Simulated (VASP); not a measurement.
## Si: relaxation of shape and atoms at fixed volume with PBE

Si:

```
CELL_PARAMETERS angstrom
2.75685 0.00000 0.00000
-1.37843 2.38750 0.00000
0.00000 0.00000 4.58738
ATOMIC_POSITIONS crystal
Si 0.33333 0.66667 0.25000
Si 0.66667 0.33333 0.75000
```

This isn't the form of Si at room conditions, which is diamond.

The cell isn't the ideal one: a relaxed cell with its volume scaled by 1.06.

```
Program                : VASP 6.6.1
Task                   : relaxation of shape and atoms at fixed volume
Functional             : PBE
Potentials or basis    : VASP PAW PBE potentials, release 64 (Si)
Cutoff                 : 300 eV
k mesh                 : 9 × 9 × 4
Occupations            : methfessel-paxton, width 0.1 eV
Spin                   : no spin polarisation
Further INCAR settings : ALGO = Normal; EDIFF = 1e-07; IBRION = 2; EDIFFG = -0.01; NSW = 40; ISIF = 4
```

```yaml
Pressure_after_relaxing: -5.0 GPa
Band_gap_on_the_k_mesh: none (metal or under the smearing width)
```

Final structure:
```
Si
1.0
     2.75685    0.00000    0.00000
    -1.37843    2.38750    0.00000
     0.00000    0.00000    4.58738
Si
2
Direct
  0.33333 0.66667 0.25000
  0.66667 0.33333 0.75000
```

Levels at points of the mesh, in eV from the Fermi level:
```csv
k point,band 1,band 2,band 3,band 4,band 5,band 6,band 7,band 8
"(0.00, 0.00, 0.00)",-14.45,-8.13,-7.13,7.72,7.72,9.20,9.20,9.95
"(0.00, 0.00, 0.50)",-12.73,-12.73,0.54,0.54,8.97,8.97,8.97,8.97
```

It took 3 s on 1 thread of Intel(R) Xeon(R) Platinum 8259CL CPU @ 2.50GHz (Skylake/Cascade Lake), on a shared host, peak memory 0.11 GiB.

Caveat: the cutoff is under 1.25 times the usual one of these potentials, so pressure, stress and relaxed cells hold a basis-set (Pulay) error; the relaxation stopped at its first step, so nothing moved.
